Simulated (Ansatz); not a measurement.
An Ansatz (a program for electronic structure) run: InN with a change (biaxial strain +3.68 %, plane normal [001], relaxed out of plane); PBEsol (Ansatz, PAW, scalar-relativistic without spin-orbit coupling).

Input:

Ansatz 0.2 input:
```yaml
crystal:
  lattice:
    - [3.6670926517, 0, 0]
    - [1.8335463259, 3.1757953944, 0]
    - [0, 0, 5.6084259514]
  atoms:
    - { symbol: In, position: [0.6666666667, 0.6666666667, 0.0020299432] }
    - { symbol: In, position: [0.3333333333, 0.3333333333, 0.5020299432] }
    - { symbol: N, position: [0.6666666667, 0.6666666667, 0.6231700568] }
    - { symbol: N, position: [0.3333333333, 0.3333333333, 0.1231700568] }
basis: { ecutwfc: 420, ecutrho_ratio: 4, xc_grid: 2, fft_grid_basis: typed }
kpoints: { mp_grid: { grid: [11, 11, 6] } }
hamiltonian:
  xc: pbesol
  dispersion: none
  pseudopotentials: { kind: paw }
scf: { occupations: { method: fermi_dirac, width: 0.05 } }
relax: { f_tol: 0.005, max_steps: 50, cell: { stress_tol: 0.01, fix: [a, b, gamma] } }
output: { forces: true, stress: true }
checkpoint: { write: state.ck, write_every: 1000 }
```

Output (explanatory and most iteration lines left out):

```
Relaxation: its limit of steps is 50 (relax.max_steps)
Pseudopotential: In, paw, valence charge 13
Pseudopotential: N, paw, valence charge 5
Crystal: 4 atoms, lattice volume = 65.315 Å³
Basis set: ecut = 420 eV, 1267 PW (Γ), exchange–correlation on 50×50×80 points (8 copies of the dense FFT grid, shifted against one another)
Bands: 22, of which v1, the nominal top of the filled ones, is band 18 counted from 1 (17 counted from 0)
Symmetry: 12 space group operations
Space group: P63mc (ITA 186), of the structure as read, at distance tolerance 4.0e-5 Å
k-points: 64 of 726 (time reversal used)
Functional: x = pbesol(κ = 0.804, μ = 0.12345679012345678), c = pbesol(β = 0.046)
SCF iter   1: F=—  HF=-11807.633825 eV  |F-HF|=—  |Δ(HF+E_count)|=         —  Δρ=1.42e-2  dr2=1.48e-1  ethr=1.77e-3  ⟨swp⟩=6.0  Hψ=6310  notcnv=0
SCF iter   2: F=—  HF=-11807.597023 eV  |F-HF|=—  |Δ(HF+E_count)|=   3.68e-2  Δρ=2.87e-3  dr2=3.50e-3  ethr=4.11e-4  ⟨swp⟩=2.0  Hψ=2392  notcnv=0
SCF 1 converged in 7 iterations: F = -11807.596256 eV  dr2 = 4.78e-9
relax step   1: F+E_penalty+E_count = -11807.59625639 eV  Δ(F+E_penalty+E_count) = +0.000e0 eV  max|allowed force component| = 5.572e-1 eV/Å  Δτ_max = 0.0000 Å  P = -5.953 GPa  Ω = 65.315 Å³  fix = [a, b, gamma]  reactions: a -9.921, b -9.921 GPa  (7 SCF iters, dr2 threshold 1.00e-7 eV, accepted)
[... steps on the carried basis left out ...]
relax step   7: F+E_penalty+E_count = -11807.63510743 eV  Δ(F+E_penalty+E_count) = -5.932e-5 eV  max|allowed force component| = 3.192e-5 eV/Å  Δτ_max = 0.0003 Å  P = -5.399 GPa  Ω = 64.481 Å³  energy of the carried Pulay correction = +5.472e-5 eV  fix = [a, b, gamma]  reactions: a -8.098, b -8.098 GPa  (4 SCF iters, dr2 threshold 8.83e-9 eV, accepted)
Crystal: 4 atoms, lattice volume = 64.481 Å³
SCF iter   1: F=—  HF=-11807.635058 eV  |F-HF|=—  |Δ(HF+E_count)|=         —  Δρ=3.29e-6  dr2=4.68e-9  ethr=1.77e-8  ⟨swp⟩=3.9  Hψ=10723  notcnv=0
SCF iter   2: F=—  HF=-11807.635053 eV  |F-HF|=—  |Δ(HF+E_count)|=   4.25e-6  Δρ=1.68e-6  dr2=1.83e-9  ethr=1.30e-11  ⟨swp⟩=2.7  Hψ=2686  notcnv=0
SCF 8 converged in 6 iterations: F = -11807.635053 eV  dr2 = 9.89e-14
SCF converged after 6 iterations
Free energy (F): -11807.635053 eV
Internal energy: -11807.634523 eV  (E = F + TS)
E sigma→0 (E₀):  -11807.634788 eV
Entropy (-TS):   -0.000531 eV (-0.133 meV/atom)
Fermi energy:    8.895013 eV
--- Forces (eV/Å), atoms counted from 1 ---
  atom   1  In    -0.00000000     0.00000000     0.00003986
  atom   2  In     0.00000000    -0.00000000     0.00003986
  atom   3  N     -0.00000000     0.00000000    -0.00003985
  atom   4  N      0.00000000    -0.00000000    -0.00003985
--- Stress (GPa, compression-positive) ---
       -8.098591       0.000000       0.000000
       -0.000000      -8.098591       0.000000
       -0.000000      -0.000000      -0.002212
  P = ⅓ Tr σ = -5.3998 GPa (-53.998 kbar)
--- Relaxed structure (6 steps of the walk, 6 accepted, 2 SCFs on fresh bases) ---
  cell:  # Å, volume = 64.4805 Å³
    - [3.667092651698014, -2.88675185289946e-11, 2.535569227327777e-33]
    - [1.833546325874007, 3.1757953943872863, 1.3690349820463955e-33]
    - [3.8778819099476024e-33, 1.7880723504081164e-34, 5.536738659237762]
  atoms:
    - { symbol: In, position: [0.6666666666666667, 0.6666666666666666, 0.009472975056071876] }
    - { symbol: In, position: [0.33333333333333337, 0.3333333333333333, 0.5094729750560719] }
    - { symbol: N, position: [0.6666666666666667, 0.6666666666666666, 0.6157270249439283] }
    - { symbol: N, position: [0.33333333333333337, 0.3333333333333333, 0.1157270249439281] }
```

Whether these cells are dynamically stable was not tested. All final runs are without spin polarisation. The cell was made from InN in the wurtzite structure (space group P6_3mc, No. 186) by this change: biaxial strain +3.68 %, plane normal [001], relaxed out of plane.
